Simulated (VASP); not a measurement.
Input of a VASP 6.6.1 run:

The input INCAR:

```
SYSTEM = Na
PREC     = Accurate       ! precision mode
ENCUT    = 520            ! plane-wave cutoff, eV
EDIFF    = 1E-6           ! SCF threshold, eV
ISMEAR   = 0              ! smearing method
SIGMA    = 0.1            ! smearing width, eV
LREAL    = .FALSE.        ! projectors in reciprocal space
LASPH    = .TRUE.         ! aspherical terms in the spheres
NELM     = 100            ! most SCF steps
ALGO     = Normal         ! electronic algorithm
ISIF     = 2              ! what is computed and relaxed
LWAVE    = .FALSE.        ! write WAVECAR
LCHARG   = .FALSE.        ! write CHGCAR
GGA      = PS             ! functional
NBANDS   = 10             ! bands
```

KPOINTS

```
Automatic mesh
0
G
  22 22 22
  0 0 0
```

Contents of POSCAR:

```
Na
1.0
   -2.0848200000      2.0848200000      2.0848200000
    2.0848200000     -2.0848200000      2.0848200000
    2.0848200000      2.0848200000     -2.0848200000
Na
1
Direct
    0.0000000000      0.0000000000      0.0000000000
```

Potentials or basis: VASP PAW PBE potentials, release 64 (Na_pv).

The run is started by

```bash
$ cat potpaw_PBE.64/Na_pv/POTCAR > POTCAR
$ mpirun -np 1 vasp_std > vasp.out
```

Q: Predict the pressure.

A: 0.0 GPa.

Q: What does it give for the band gap on the k mesh?

A: None (metal or under the smearing width).

Caveat: the PAW data sets were made with another functional, which shifts forces and pressure a little.
